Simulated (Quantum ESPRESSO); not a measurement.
**MoS2: equation of state with PBE**

MoS2, a slab with vacuum:

```
Mo S
1.0
     3.18454    0.00000    0.00000
    -1.59227    2.75789    0.00000
     0.00000    0.00000   21.67053
Mo S
2 4
Direct
  0.33333 0.66667 0.85116
  0.66667 0.33333 0.14884
  0.66667 0.33333 0.77963
  0.33333 0.66667 0.07725
  0.66667 0.33333 0.92275
  0.33333 0.66667 0.22037
```

```
Program             : Quantum ESPRESSO 7.5
Task                : equation of state
Functional          : PBE
Potentials or basis : SG15 PBE 1.2
Cutoff              : 952 eV
Density cutoff      : 3810 eV
k mesh              : 10 × 10 × 2
Occupations         : fermi-dirac, width 0.05 eV
Spin                : no spin polarisation
```

The equilibrium volume is 32.06 Å³/atom and the bulk modulus at fixed shape and positions is 80 GPa. The pressure derivative of the bulk modulus is 4.4.

Energy against volume, from the lowest point:
```
volume (Å³/atom)  energy (meV/atom)
          29.817              44.22
          30.452              21.59
          31.086               7.22
          31.721               0.27
          32.355               0.00
          32.990               5.72
          33.624              16.83
```

All runs of the series together: 13 min on 2 threads of Arm Neoverse V2, on a shared host.

Caveat: the cell was scaled at fixed shape and fractional positions, which overstates the stiffness of a crystal with free parameters, most of all of layers and chains.
